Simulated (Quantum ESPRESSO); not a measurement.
# ZnS (F-43m): modes at Γ and the response to a field, part 2 of 2

Which modes does ZnS (F-43m) have at the zone centre?

Quantum ESPRESSO 7.5; DFT LDA, scalar-relativistic, plane waves, PseudoDojo norm-conserving pseudopotentials.

So far. Step 2 (A probe with smearing): A gap of 1.9 eV opens on this mesh, so the crystal is taken as an insulator; the start stands at -4.4 GPa. Step 4 (Ground state): The cell stands at 0.001 GPa, close enough for phonons. The relaxed cell has a = 5.298 Å (conventional setting).

The database entry behind the starting cell differs from later determinations by our own check (about 0.1 % short), so it need not match the best structure at ambient conditions.

## Step 5: Zone-centre response

At q = 0 one unit cell holds all displacements; symmetry groups them into irreducible representations that are solved one by one. The response to a field gives ε∞ and the Born charges, which polar modes need.

ph.in reads:

```
phonons
&INPUTPH
  prefix = 'x'
  outdir = './tmp'
  fildyn = 'g.dyn'
  tr2_ph = 1.0d-18
  epsil  = .true.
/
0.000000000000 0.000000000000 0.000000000000
```

Command:

```bash
> OMP_NUM_THREADS=1 mpirun -n 4 ph.x -nk 4 -in ph.in > ph.out
```

The log of the run:

```text
[banners, grids, parts of the stress and lines that vanish by symmetry left out]
[banner, memory and clock lines left out]
Program PHONON v.7.5

     ./tmp/x.save/

     IMPORTANT: XC functional enforced from input :
     Exchange-correlation= PW
                           (   1   4   0   0   0   0   0)
     Any further DFT definition will be discarded
     Please, verify this is what you really want

     G-vector sticks info

     Reading collected, re-writing distributed wavefunctions in ./tmp/

     Number and degeneracy of irreps per q-point
       N         xq(1)         xq(2)         xq(3)   N irreps
       1   0.000000000   0.000000000   0.000000000       2
        3   3

     Calculation of q =    0.0000000   0.0000000   0.0000000

     phonons

     bravais-lattice index     =            0
     lattice parameter (alat)  =       7.0788  a.u.
     unit-cell volume          =     250.8184 (a.u.)^3
     number of atoms/cell      =            2
     number of atomic types    =            2
     kinetic-energy cut-off    =      84.0000  Ry
     charge density cut-off    =     336.0000  Ry
     convergence threshold     =      1.0E-18
     beta                      =       0.7000
     number of iterations used =            4
     Exchange-correlation= PW
                           (   1   4   0   0   0   0   0)

     celldm(1)=    7.07877  celldm(2)=    0.00000  celldm(3)=    0.00000
     celldm(4)=    0.00000  celldm(5)=    0.00000  celldm(6)=    0.00000

     crystal axes: (cart. coord. in units of alat)
               a(1) = (  0.0000  0.7071  0.7071 )
               a(2) = (  0.7071  0.0000  0.7071 )
               a(3) = (  0.7071  0.7071  0.0000 )

     reciprocal axes: (cart. coord. in units 2 pi/alat)
               b(1) = ( -0.7071  0.7071  0.7071 )
               b(2) = (  0.7071 -0.7071  0.7071 )
               b(3) = (  0.7071  0.7071 -0.7071 )

     Atoms inside the unit cell:

     Cartesian axes

     site n.  atom      mass           positions (alat units)
        1  Zn     65.3800   tau(    1) = (    0.35355    0.35355    0.35355  )
        2  S      32.0600   tau(    2) = (    0.00000    0.00000    0.00000  )

     Computing dynamical matrix for
                    q = (   0.0000000   0.0000000   0.0000000 )

     25 Sym.Ops. (with q -> -q+G )

     G cutoff =  426.4771  (  26229 G-vectors)     FFT grid: ( 45, 45, 45)
     number of k points=    29
                       cart. coord. in units 2pi/alat
        k(    1) = (   0.0000000   0.0000000   0.0000000), wk =   0.0039062
        k(    2) = (   0.0883883   0.0883883  -0.0883883), wk =   0.0312500
        k(    3) = (   0.1767767   0.1767767  -0.1767767), wk =   0.0312500
        [... further k-points left out ...]

     PseudoPot. # 1 for Zn read from file:
     ./pseudo/Zn.upf
     Pseudo is Norm-conserving + core correction, Zval = 20.0
     Using radial grid of 1296 points,  6 beta functions with:
                l(1) =   0
                l(2) =   0
                l(3) =   1
                l(4) =   1
                l(5) =   2
                l(6) =   2

     PseudoPot. # 2 for S  read from file:
     ./pseudo/S.upf
     Pseudo is Norm-conserving + core correction, Zval =  6.0
     Using radial grid of 1132 points,  6 beta functions with:
                l(1) =   0
                l(2) =   0
                l(3) =   1
                l(4) =   1
                l(5) =   2
                l(6) =   2

     Mode symmetry, T_d (-43m)  point group:

     Electric field:
     Dielectric constant
     Born effective charges as d Force / d E

     Atomic displacements:
     There are    2 irreducible representations

     Representation     1      3 modes -  To be done

     Representation     2      3 modes -  To be done

     Alpha used in Ewald sum =   2.8000

     Electric Fields Calculation

      iter #   1   av.it.:   9.2
      thresh= 1.000E-02 alpha_mix =  0.700 |ddv_scf|^2 =  1.327E-07

      iter #   2   av.it.:  17.6
      thresh= 3.643E-05 alpha_mix =  0.700 |ddv_scf|^2 =  1.332E-08

      iter #   3   av.it.:  17.0
      thresh= 1.154E-05 alpha_mix =  0.700 |ddv_scf|^2 =  1.062E-10

      iter #   4   av.it.:  17.7
      thresh= 1.030E-06 alpha_mix =  0.700 |ddv_scf|^2 =  2.952E-12

      iter #   5   av.it.:  17.9
      thresh= 1.718E-07 alpha_mix =  0.700 |ddv_scf|^2 =  1.306E-13

      iter #   6   av.it.:  17.6
      thresh= 3.614E-08 alpha_mix =  0.700 |ddv_scf|^2 =  9.024E-16

      iter #   7   av.it.:  17.7
      thresh= 3.004E-09 alpha_mix =  0.700 |ddv_scf|^2 =  1.638E-17

      iter #   8   av.it.:  18.4
      thresh= 4.048E-10 alpha_mix =  0.700 |ddv_scf|^2 =  6.377E-20

     End of electric fields calculation

          Dielectric constant in cartesian axis

          (       6.348327810       0.000000000      -0.000000000 )
          (       0.000000000       6.348327810      -0.000000000 )
          (       0.000000000       0.000000000       6.348327810 )

          Effective charges (d Force / dE) in cartesian axis without acoustic sum rule applied (asr)

           atom    1  Zn    Mean Z*:        1.90978
      Ex  (        1.90978        0.00000       -0.00000 )
      Ey  (        0.00000        1.90978       -0.00000 )
      Ez  (       -0.00000       -0.00000        1.90978 )
           atom    2  S     Mean Z*:       -1.92899
      Ex  (       -1.92899       -0.00000       -0.00000 )
      Ey  (       -0.00000       -1.92899       -0.00000 )
      Ez  (       -0.00000       -0.00000       -1.92899 )

          Effective charges Sum: Mean:       -0.01922
             -0.01922        0.00000       -0.00000
              0.00000       -0.01922       -0.00000
             -0.00000       -0.00000       -0.01922

          Effective charges (d Force / dE) in cartesian axis with asr applied:
           atom    1  Zn    Mean Z*:        1.91938
      E*x (        1.91938        0.00000       -0.00000 )
      E*y (        0.00000        1.91938       -0.00000 )
      E*z (       -0.00000       -0.00000        1.91938 )
           atom    2  S     Mean Z*:       -1.91938
      E*x (       -1.91938       -0.00000        0.00000 )
      E*y (       -0.00000       -1.91938        0.00000 )
      E*z (        0.00000        0.00000       -1.91938 )

     Representation #   1 modes #   1   2   3

     Self-consistent Calculation

      iter #   1   av.it.:   8.8
      thresh= 1.000E-02 alpha_mix =  0.700 |ddv_scf|^2 =  1.125E-07

      iter #   2   av.it.:  18.0
      thresh= 3.355E-05 alpha_mix =  0.700 |ddv_scf|^2 =  1.152E-08

      iter #   3   av.it.:  17.7
      thresh= 1.073E-05 alpha_mix =  0.700 |ddv_scf|^2 =  1.255E-10

      iter #   4   av.it.:  17.3
      thresh= 1.120E-06 alpha_mix =  0.700 |ddv_scf|^2 =  4.113E-13

      iter #   5   av.it.:  18.3
      thresh= 6.414E-08 alpha_mix =  0.700 |ddv_scf|^2 =  2.475E-15

      iter #   6   av.it.:  18.4
      thresh= 4.975E-09 alpha_mix =  0.700 |ddv_scf|^2 =  5.069E-17

[...]
End of self-consistent calculation

     Convergence has been achieved

     Representation #   2 modes #   4   5   6

     Self-consistent Calculation

[...]
iter #   3   av.it.:  18.2
      thresh= 8.695E-05 alpha_mix =  0.700 |ddv_scf|^2 =  2.725E-09

      iter #   4   av.it.:  18.3
      thresh= 5.220E-06 alpha_mix =  0.700 |ddv_scf|^2 =  2.193E-10

      iter #   5   av.it.:  18.4
      thresh= 1.481E-06 alpha_mix =  0.700 |ddv_scf|^2 =  1.200E-12

      iter #   6   av.it.:  19.0
      thresh= 1.096E-07 alpha_mix =  0.700 |ddv_scf|^2 =  3.791E-15

      iter #   7   av.it.:  18.5
      thresh= 6.157E-09 alpha_mix =  0.700 |ddv_scf|^2 =  1.839E-16

      iter #   8   av.it.:  18.7
      thresh= 1.356E-09 alpha_mix =  0.700 |ddv_scf|^2 =  1.854E-18

      iter #   9   av.it.:  18.4
      thresh= 1.362E-10 alpha_mix =  0.700 |ddv_scf|^2 =  1.264E-20

     End of self-consistent calculation

     Convergence has been achieved

     Number of q in the star =    1
     List of q in the star:
          1   0.000000000   0.000000000   0.000000000

          Dielectric constant in cartesian axis

          (       6.348327810       0.000000000      -0.000000000 )
          (       0.000000000       6.348327810      -0.000000000 )
          (       0.000000000       0.000000000       6.348327810 )

          Effective charges (d Force / dE) in cartesian axis without acoustic sum rule applied (asr)

           atom    1  Zn    Mean Z*:        1.90978
      Ex  (        1.90978        0.00000       -0.00000 )
      Ey  (        0.00000        1.90978       -0.00000 )
      Ez  (       -0.00000       -0.00000        1.90978 )
           atom    2  S     Mean Z*:       -1.92899
      Ex  (       -1.92899       -0.00000       -0.00000 )
      Ey  (       -0.00000       -1.92899       -0.00000 )
      Ez  (       -0.00000       -0.00000       -1.92899 )

          Effective charges Sum: Mean:       -0.01922
             -0.01922        0.00000       -0.00000
              0.00000       -0.01922       -0.00000
             -0.00000       -0.00000       -0.01922

          Effective charges (d Force / dE) in cartesian axis with asr applied:
           atom    1  Zn    Mean Z*:        1.91938
      E*x (        1.91938        0.00000       -0.00000 )
      E*y (        0.00000        1.91938       -0.00000 )
      E*z (       -0.00000       -0.00000        1.91938 )
           atom    2  S     Mean Z*:       -1.91938
      E*x (       -1.91938       -0.00000        0.00000 )
      E*y (       -0.00000       -1.91938        0.00000 )
      E*z (        0.00000        0.00000       -1.91938 )

     Diagonalizing the dynamical matrix

     q = (    0.000000000   0.000000000   0.000000000 )

 **************************************************************************
     freq (    1) =       0.085897 [THz] =       2.865206 [cm-1]
     freq (    2) =       0.085897 [THz] =       2.865206 [cm-1]
     freq (    3) =       0.085897 [THz] =       2.865206 [cm-1]
     freq (    4) =       8.729477 [THz] =     291.184024 [cm-1]
     freq (    5) =       8.729477 [THz] =     291.184024 [cm-1]
     freq (    6) =       8.729477 [THz] =     291.184024 [cm-1]
 **************************************************************************

     Mode symmetry, T_d (-43m)  point group:

     freq (   1-   3) =          2.9  [cm-1]   --> T_2  G_15 P_4   I+R
     freq (   4-   6) =        291.2  [cm-1]   --> T_2  G_15 P_4   I+R
```

Elapsed: 2.5 min, on 4 MPI ranks of Intel Xeon 6975P-C (Granite Rapids), shared host; 10 min of CPU time.

Read from the output:

| Property | Result |
| --- | --- |
| miss of the charge sum rule | 0.01921 e |
| largest acoustic frequency at the zone centre before the sum rule | 2.87 cm⁻¹ |
| highest optical zone-centre mode (no LO-TO term) | 291.2 cm⁻¹ |
| lowest optical zone-centre mode | 291.2 cm⁻¹ |
| mean high-frequency dielectric constant | 6.348 |
| largest Born charge in size (third of the trace) | 1.929 e |

Born charge (rows field, columns displacement), before the sum rule (e), principal values of the symmetric part by kind of site:

| atom | atoms with these values | low | middle | high | mean |
| --- | --- | --- | --- | --- | --- |
| Zn1 | 1 | 1.91 | 1.91 | 1.91 | 1.91 |
| S2 | 1 | -1.93 | -1.93 | -1.93 | -1.93 |

In full for Zn1:

```
1.91 0.00 0.00
0.00 1.91 0.00
0.00 0.00 1.91
```

High-frequency dielectric tensor:

```
6.35 0.00 0.00
0.00 6.35 0.00
0.00 0.00 6.35
```

The acoustic modes at Γ come out as far as 2.9 cm⁻¹ from zero, where they should vanish, a small numerical error; the Born charges miss their sum rule by 0.019 e, which is good.

## Step 6: Modes with the sum rule

A rigid shift of the crystal must cost nothing, but grids and finite bases break this; the acoustic sum rule is imposed before the matrix is diagonalised again. With Born charges the intensities follow, and the static dielectric tensor.

dynmat.in reads:

```
&INPUT
  fildyn = 'g.dyn'
  asr    = 'simple'
  fileig = 'dynmat.eig'
  lperm  = .true.
/
```

Command:

```bash
> dynmat.x -in dynmat.in > dynmat.out
```

The log of the run:

```text
[banner, memory and clock lines left out]
Program DYNMAT v.7.5

     Reading Dynamical Matrix from file g.dyn
     ...Force constants read
     ...epsilon and Z* read
     A direction for q was not specified:TO-LO splitting will be absent

     Polarizability (A^3 units)
     multiply by 0.359353 for Clausius-Mossotti correction
        15.818703    0.000000    0.000000
         0.000000   15.818703    0.000000
        -0.000000   -0.000000   15.818703

     IR activities are in (D/A)^2/amu units

# mode   [cm-1]    [THz]      IR
    1     -0.00   -0.0000    0.0000
    2     -0.00   -0.0000    0.0000
    3     -0.00   -0.0000    0.0000
    4    291.18    8.7293    3.9511
    5    291.18    8.7293    3.9511
    6    291.18    8.7293    3.9511

Electronic dielectric permittivity tensor (relative, adimensional)
         6.348328    0.000000    0.000000
         0.000000    6.348328    0.000000
        -0.000000   -0.000000    6.348328

 ... with zone-center polar mode contributions
         9.022526    0.000000    0.000000
         0.000000    9.022526    0.000000
         0.000000    0.000000    9.022526
```

Wall time 0.63 s (1 thread).

Numbers from this step:

```yaml
mean_static_dielectric_constant: 9.023
```

Unit eigenvectors of the mass-weighted matrix after the sum rule; no LO-TO term. The modes at Γ (shares of kinetic energy by element, %):

| mode | frequency (cm⁻¹) | symmetry | Zn % | S % |
| --- | --- | --- | --- | --- |
| 1 | 0.0 | acoustic | 67 | 33 |
| 2 | 0.0 | acoustic | 67 | 33 |
| 3 | 0.0 | acoustic | 67 | 33 |
| 4 | 291.2 | T2 | 33 | 67 |
| 5 | 291.2 | T2 | 33 | 67 |
| 6 | 291.2 | T2 | 33 | 67 |

Displacements in mode 4 (291.2 cm⁻¹), the largest set to 1:
```
Zn1  0.00 -0.49  0.00
S2   0.00  1.00  0.00
```

Degenerate modes summed, no LO-TO term. Lines of the infrared spectrum (strongest = 100):

| position (cm⁻¹) | lines merged | label | IR intensity, relative |
| --- | --- | --- | --- |
| 291 | 3 | T2 | 100 |

Static dielectric tensor (ions relaxed, fixed cell):

```
9.02 0.00 0.00
0.00 9.02 0.00
0.00 0.00 9.02
```

The rule moves no optical mode by more than 0.1 cm⁻¹.

## Step 7: The LO-TO splitting (1 0 0)

A longitudinal polar mode sets up a macroscopic field that stiffens it; the term hangs on the direction from which q goes to zero.

dynmat.in reads:

```
&INPUT
  fildyn = 'g.dyn'
  asr    = 'simple'
  fileig = 'dynmat.eig'
  q(1)   = 1.0
  q(2)   = 0.0
  q(3)   = 0.0
/
```

Command:

```bash
> dynmat.x -in dynmat.in > dynmat.out
```

The log of the run:

```text
[banner, memory and clock lines left out]
Program DYNMAT v.7.5

     Reading Dynamical Matrix from file g.dyn
     ...Force constants read
     ...epsilon and Z* read

     Polarizability (A^3 units)
     multiply by 0.359353 for Clausius-Mossotti correction
        15.818703    0.000000    0.000000
         0.000000   15.818703    0.000000
        -0.000000   -0.000000   15.818703

     IR activities are in (D/A)^2/amu units

# mode   [cm-1]    [THz]      IR
    1     -0.00   -0.0000    0.0000
    2     -0.00   -0.0000    0.0000
    3      0.00    0.0000    0.0000
    4    291.18    8.7293    3.9511
    5    291.18    8.7293    3.9511
    6    347.13   10.4067    3.9511
```

The job ended after 0.62 s (1 thread).

Numbers from this step:

```yaml
highest_mode_moved_by_the_lo_to_term: 347.1 cm⁻¹
```

Zone-centre frequencies as printed; negative means imaginary. Modes:

| mode | frequency (cm⁻¹) |
| --- | --- |
| 1 | 0 |
| 2 | 0 |
| 3 | 0 |
| 4 | 291.2 |
| 5 | 291.2 |
| 6 | 347.1 |

The field moves one mode, from 291 to 347 cm⁻¹; the others stay.

## Step 8: What came out

```
space group after relaxation                                           : F-43m
volume per atom                                                        : 18.6 Å³
gap on the k-mesh                                                      : 2.12 eV
highest optical zone-centre mode (no LO-TO term)                       : 291.2 cm⁻¹
highest mode moved by the LO-TO term                                   : 347.1 cm⁻¹
mean high-frequency dielectric constant                                : 6.35
largest Born charge in size (third of the trace)                       : 1.93 e
mean static dielectric constant                                        : 9.02
imaginary optical modes at the zone centre (no q mesh in this session) : none
```

What this shows: At the LDA level the optical modes of ZnS (F-43m) at the zone centre (no LO-TO term) lie at 291 cm⁻¹. Along the directions run, the highest mode that the macroscopic field moves lies at 347 cm⁻¹. Lattice motion raises the mean dielectric constant from 6.348 to 9.023. The Born charge of Zn is 1.910 e against a formal charge of +2, close to the ionic value. The Lyddane-Sachs-Teller relation holds: (ωLO/ωTO)² is 1.42 and ε₀/ε∞ is 1.42. Left out of this account: PBE with PseudoDojo NC, since it is gradient-corrected and no frozen-mode check or second program bears its response out; PBEsol with PseudoDojo NC, since it is gradient-corrected and no frozen-mode check or second program bears its response out. What is said of the levels holds for those shown. These are harmonic frequencies at zero temperature: anharmonic shifts and linewidths and thermal expansion are left out.

[Host names and launcher messages were left out of these logs when they were recorded.]

[Logs are printed without paths, hosts, clocks, repeated set-up lines and the standing remarks that a program may print on its own settings, such as how far it seeks lower states.]

[Hosts, paths, dates, database ids (printed as entryN), source tags and the programs' standing remarks are cut or masked in the printed files.]
